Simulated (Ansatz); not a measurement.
**BN: projected DOS by orbital**

```xyz
2
Lattice="0.0000 1.8075 1.8075 1.8075 0.0000 1.8075 1.8075 1.8075 0.0000" Properties=species:S:1:pos:R:3 pbc="T T T"
B     0.0000    0.0000    0.0000
N     2.7113    2.7113    2.7113
```

Atoms are numbered in the order listed.

The cell is COD entry 9008834, as deposited and not checked against the literature; nothing was relaxed.

Method: DFT, PBE, all-electron LAPW, scalar-relativistic (Ansatz 0.2.0).

The runs use a Γ-centred 13×13×13 k mesh, Fermi–Dirac smearing of 0.03 eV, basis error target 1 meV/atom, no spin polarisation.

States per eV for one atom of each kind, in 0.4 eV bins named by their centres, from the valence-band top, projected on a minimal set of Löwdin-orthogonalised atomic shells; orbitals are real harmonics on the Cartesian axes, equal curves share a column, and empty bins are left out, as is all above 8.5 eV, near the top of the computed bands.

B1 2p:

```
# E all pz=px=py
-10.4 0.02 0.01
-10.0 0.04 0.01
-9.6 0.06 0.02
-9.2 0.08 0.03
-8.8 0.11 0.04
-8.4 0.17 0.06
-8.0 0.11 0.04
-7.6 0.06 0.02
-7.2 0.08 0.03
-6.8 0.13 0.04
-6.4 0.12 0.04
-6.0 0.14 0.05
-5.6 0.16 0.05
-5.2 0.19 0.06
-4.8 0.25 0.08
-4.4 0.25 0.08
-4.0 0.23 0.08
-3.6 0.23 0.08
-3.2 0.22 0.07
-2.8 0.21 0.07
-2.4 0.19 0.06
-2.0 0.17 0.06
-1.6 0.10 0.03
-1.2 0.07 0.02
-0.8 0.04 0.01
-0.4 0.02 0.01
4.8 0.01 0.00
5.2 0.04 0.01
5.6 0.05 0.02
6.0 0.07 0.02
6.4 0.09 0.03
6.8 0.11 0.04
7.2 0.14 0.05
7.6 0.17 0.06
8.0 0.21 0.07
8.4 0.26 0.09
```

N2 2p:

```
# E all pz=px=py
-10.4 0.04 0.01
-10.0 0.11 0.04
-9.6 0.15 0.05
-9.2 0.20 0.07
-8.8 0.29 0.10
-8.4 0.62 0.21
-8.0 0.44 0.15
-7.6 0.20 0.07
-7.2 0.22 0.07
-6.8 0.34 0.11
-6.4 0.34 0.11
-6.0 0.37 0.12
-5.6 0.41 0.14
-5.2 0.48 0.16
-4.8 0.58 0.19
-4.4 0.60 0.20
-4.0 0.59 0.20
-3.6 0.60 0.20
-3.2 0.60 0.20
-2.8 0.60 0.20
-2.4 0.61 0.20
-2.0 0.57 0.19
-1.6 0.39 0.13
-1.2 0.30 0.10
-0.8 0.23 0.08
-0.4 0.15 0.05
0.0 0.02 0.01
6.0 0.01 0.00
6.4 0.01 0.00
6.8 0.02 0.01
7.2 0.03 0.01
7.6 0.04 0.01
8.0 0.05 0.02
8.4 0.07 0.02
```

B1 2s:

```
# E all
-10.4 0.01
-10.0 0.03
-9.6 0.04
-9.2 0.05
-8.8 0.07
-8.4 0.17
-8.0 0.11
-7.6 0.04
-7.2 0.04
-6.8 0.05
-6.4 0.05
-6.0 0.05
-5.6 0.05
-5.2 0.05
-4.8 0.04
-4.4 0.04
-4.0 0.03
-3.6 0.03
-3.2 0.02
-2.8 0.02
-2.4 0.01
-2.0 0.01
-1.6 0.01
6.8 0.01
7.2 0.01
7.6 0.01
8.0 0.02
8.4 0.02
```

N2 2s:

```
# E all
-9.6 0.01
-9.2 0.01
-8.8 0.02
-8.4 0.04
-8.0 0.04
-7.6 0.03
-7.2 0.03
-6.8 0.03
-6.4 0.03
-6.0 0.02
-5.6 0.02
-5.2 0.02
-4.8 0.02
-4.4 0.02
-4.0 0.01
-3.6 0.01
-3.2 0.01
-2.8 0.01
-2.4 0.01
-2.0 0.01
4.8 0.01
5.2 0.02
5.6 0.03
6.0 0.03
6.4 0.04
6.8 0.04
7.2 0.05
7.6 0.05
8.0 0.06
8.4 0.06
```
